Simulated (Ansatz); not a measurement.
# TaN: stress in a strained cell

TaN is deformed so: equal xy, yz and zx engineering shear strains of -2 %. What stress and forces result, by LAPW, PAW and all-electron datasets made for the crystal?

Program: Ansatz 0.2.0. Level of theory: DFT PBEsol, scalar-relativistic. These are calculated values, not measurements.

### Step 1. The system as given

The structure is hexagonal, space group P-6m2 (No. 187). Conventional cell: a = 2.938 Å, b = 2.938 Å, c = 2.883 Å, α = 90.00°, β = 90.00°, γ = 120.00°. Around Ta (site symmetry -6m2) lie 6 N at 2.23 Å. N (site symmetry -6m2) has 6 Ta at 2.23 Å as nearest neighbours.

As a file:

```cif
data_structure
_symmetry_space_group_name_H-M 'P 1'
_symmetry_Int_Tables_number 1
_cell_length_a 2.9380
_cell_length_b 2.9380
_cell_length_c 2.8830
_cell_angle_alpha 90.000
_cell_angle_beta 90.000
_cell_angle_gamma 120.000
_cell_volume 21.55
loop_
_atom_site_label
_atom_site_type_symbol
_atom_site_fract_x
_atom_site_fract_y
_atom_site_fract_z
_atom_site_occupancy
Ta1 Ta 0.33333 0.66667 0.50000 1
N1 N 0.00000 0.00000 0.00000 1
```

Atoms are numbered in the order of the input: Ta1, N2.

### Step 2. The deformed structure

Space group P-6m2 before, P1 after.

### Step 3. All-electron LAPW

File input.yaml:

```yaml
crystal:
  lattice:
    - [2.9379988584, -0.0293799886, -0.0293799886]
    - [-1.4944432457, 2.559071642, -0.0107538222]
    - [-0.02883, -0.02883, 2.883]
  atoms:
    - { symbol: Ta, position: [0.3333333333, 0.6666666667, 0.5] }
    - { symbol: "N", position: [0.0, 0.0, 0.0] }
kpoints:
  mp_grid: { grid: [12, 12, 10] }
  band_path:
    path:
      - [0.0, 0.0, 0.0]
      - [0.0, 0.0, 0.5]
      - [-0.5, 0.5, 0.0]
      - [0.0, 0.0, 0.0]
      - [0.0, -0.5, 0.0]
      - [-0.5, 0.0, 0.5]
      - [0.0, 0.0, 0.0]
      - [-0.5, 0.0, 0.0]
      - [0.0, -0.5, 0.5]
    npoints: 5
scf:
  occupations: { method: fermi_dirac, width: 0.02 }
hamiltonian:
  xc: pbesol
  pseudopotentials: { kind: all_electron, lapw: { basis_error: 0.0005 } }
output:
  forces: true
  stress: true
  eigenvalues: true
```

Command:

```bash
ansatz run input.yaml --threads 1 --pin off --max-ram 3072MiB --backend cpu --events-out ev --progress --plain --runs-dir out
```

### Step 4. PAW on the default files

File input.yaml:

```yaml
crystal:
  lattice:
    - [2.9379988584, -0.0293799886, -0.0293799886]
    - [-1.4944432457, 2.559071642, -0.0107538222]
    - [-0.02883, -0.02883, 2.883]
  atoms:
    - { symbol: Ta, position: [0.3333333333, 0.6666666667, 0.5] }
    - { symbol: "N", position: [0.0, 0.0, 0.0] }
kpoints:
  mp_grid: { grid: [12, 12, 10] }
scf:
  occupations: { method: fermi_dirac, width: 0.02 }
hamiltonian:
  xc: pbesol
  pseudopotentials: { kind: paw }
output:
  forces: true
  stress: true
  eigenvalues: true
  efg: { contact_densities: true }
```

### Step 5. Datasets made for this crystal

input.yaml: that of step 4 with these lines changed.

```diff
@@ -14,3 +14,3 @@
   xc: pbesol
-  pseudopotentials: { kind: paw }
+  pseudopotentials: { kind: all_electron, datasets: crystal }
 output:
```

(Steps that only read results are left out.)

What does the calculation give? Wanted: pressure; largest shear or deviatoric stress.

**Answer**, as computed:

| quantity | value |
| --- | --- |
| pressure | LAPW -4.35, PAW -4.44, crystal datasets -4.35 GPa |
| largest shear or deviatoric stress (LAPW) | 4.99 GPa |

**Reading.** The largest part of the stress beyond the pressure is 4.99 GPa in size; the atoms are carried along and not relaxed. No run of the undeformed cell stands beside it, so the pressure holds what the given cell had before the change. PAW: stress within 0.09 GPa of LAPW, forces within 1 meV/Å. Crystal datasets: stress within 0.01 GPa of LAPW, forces within 1 meV/Å. Spin-orbit coupling is left out, though the cell holds Ta; in elements this heavy it can shift bands and gaps by tenths of an eV.
